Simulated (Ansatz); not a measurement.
Crystal: PbSe (Clausthalite).

```xyz
2
Lattice="0.0000 3.0606 3.0606 3.0606 0.0000 3.0606 3.0606 3.0606 0.0000" Properties=species:S:1:pos:R:3 pbc="T T T"
Pb    0.0000    0.0000    0.0000
Se    3.0606    3.0606    3.0606
```

Program: Ansatz 0.2.0. Alike in all runs: task band structure; potentials or basis Ansatz PAW; cell as given; cutoff (eV) 420; smearing fermi-dirac 0.05 eV. Hardware: 2 threads of Arm Neoverse V1 (shared host).

**Question.** Order these runs on this cell by their wall time, lowest first.
A. level HISS; spin off; k mesh 4 × 4 × 4; points for each segment of the path 4; mesh quality coarse
B. level PBEsol; spin SOC, no magnetisation; k mesh 8 × 8 × 8; points for each segment of the path 14; mesh quality not flagged
C. level exchange-only PBE; spin off; k mesh 8 × 8 × 8; points for each segment of the path 14; mesh quality not flagged

**Answer.** C (2.7 s), B (20 s), A (160 s).

Caveats: some runs use coarse meshes.

Runs at the PBE level aren't shown here.
